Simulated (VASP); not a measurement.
Input of a VASP 6.6.1 run:

The input INCAR:

```
PREC     = Accurate       # precision mode
ENCUT    = 520            # plane-wave cutoff, eV
EDIFF    = 1E-6           # SCF threshold, eV
ISMEAR   = -1             # smearing method
SIGMA    = 0.1            # smearing width, eV
LREAL    = F              # projectors in reciprocal space
LASPH    = T              # aspherical terms in the spheres
NELM     = 80             # most SCF steps
ALGO     = Fast           # electronic algorithm
ISIF     = 2              # what is computed and relaxed
LWAVE    = F              # write WAVECAR
LCHARG   = F              # write CHGCAR
GGA      = RP             # functional
NBANDS   = 14             # bands
```

The input KPOINTS:

```
Automatic mesh
0
Gamma
  11 11 11
```

File POSCAR:

```
Bi
1.0
    3.2180925081      0.0000000000      0.0000000000
    0.0000000000      3.2180925081      0.0000000000
    0.0000000000      0.0000000000      3.2180925081
Bi
1
Direct
    0.0000000000      0.0000000000      0.0000000000
```

Potentials or basis: VASP PAW PBE potentials, release 64 (Bi_d).

The run is started by

```console
$ cat potpaw_PBE.64/Bi_d/POTCAR > POTCAR
$ mpirun -np 1 vasp_std > vasp.out
```

What does it give for the band gap on the k mesh?

None (metal or under the smearing width).

Estimate the pressure.

4.3 GPa.

Caveat: the PAW data sets were made with another functional, which shifts forces and pressure a little; spin-orbit coupling is left out, which moves the levels of the heavy elements.
